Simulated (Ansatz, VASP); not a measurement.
# C in VASP and in Ansatz

```
C
1.0
     3.44462    0.00000    0.00000
     0.00000    3.44462    0.00000
     0.00000    0.00000    4.43702
C
4
Direct
  0.19909 0.50000 0.00000
  0.80091 0.50000 0.00000
  0.50000 0.19909 0.00000
  0.50000 0.80091 0.00000
```

Alike in both runs: functional PBE; k mesh 14 × 14 × 10; occupations gaussian, width 0.1 eV; no spin polarisation.

Ansatz relaxed the structure, and its values are those at the end. VASP's run is a single point on that final structure, the one shown.

|  | VASP | Ansatz |
| --- | --- | --- |
| version | VASP 6.6.1 | Ansatz 0.2.0 |
| potentials or method | VASP PAW PBE potentials, release 64 (C) | scalar-relativistic, plane waves, PAW |
| plane-wave cutoff (eV) | 520 | 420 |
| valence electrons in the cell | 16 | 16 |

|  | VASP | Ansatz | Ansatz less VASP |
| --- | --- | --- | --- |
| gap on the k mesh at the Fermi level (eV) | none | none | - |
| pressure (GPa) | 0.2 | 0.0 | -0.21 |
| rms of the force components (eV/Å) | 0.021 | 0.000 | -0.0204 |

A gap of «none» marks a metal or a gap that the smearing closes.

Caveats: this functional lacks dispersion, which binds the layers, so the pressure and a relaxed spacing across them are unreliable.
